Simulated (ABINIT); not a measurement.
The system is Zn.

```
Zn
1.0
     2.67000    0.00000    0.00000
    -1.33500    2.31229    0.00000
     0.00000    0.00000    4.96600
Zn
2
Cartesian
  1.3350 0.7708 3.7245
  0.0000 1.5415 1.2415
```

| Quantity | Value |
| --- | --- |
| Program | ABINIT 10.8.3 (patched build) |
| Task | single point |
| Functional | PBE |
| Potentials or basis | JTH PAW PBE v2.0 |
| Cutoff | 599 eV |
| k mesh | 11 × 11 × 6 |
| Occupations | fermi-dirac, width 0.05 eV |
| Spin | no spin polarisation |

On this cell: pressure -1.0 GPa; largest force under 0.003 eV/Å; band gap on the k mesh none (metal or under the smearing width).

The same run follows on a disturbed copy (atoms moved at random, drawn with an rms of 0.05 Å):

```
Zn
1.0
     2.67000    0.00000    0.00000
    -1.33500    2.31229    0.00000
     0.00000    0.00000    4.96600
Zn
2
Direct
  0.66542 0.31974 0.74893
  0.32257 0.68013 0.25107
```

**Question.** What does the disturbed cell give?

**Answer.** The energy (extrapolated to zero smearing) moves by +1.0 meV/atom; pressure -1.0 GPa; largest force 0.049 eV/Å; band gap on the k mesh none (metal or under the smearing width).

Forces on the atoms (eV/Å):
```
Zn  -0.029  0.030  0.025
Zn   0.029 -0.030 -0.025
```

Stress tensor (GPa, compression positive):
```
-0.69 -0.05 -0.01
-0.05 -0.81  0.02
-0.01  0.02 -1.51
```
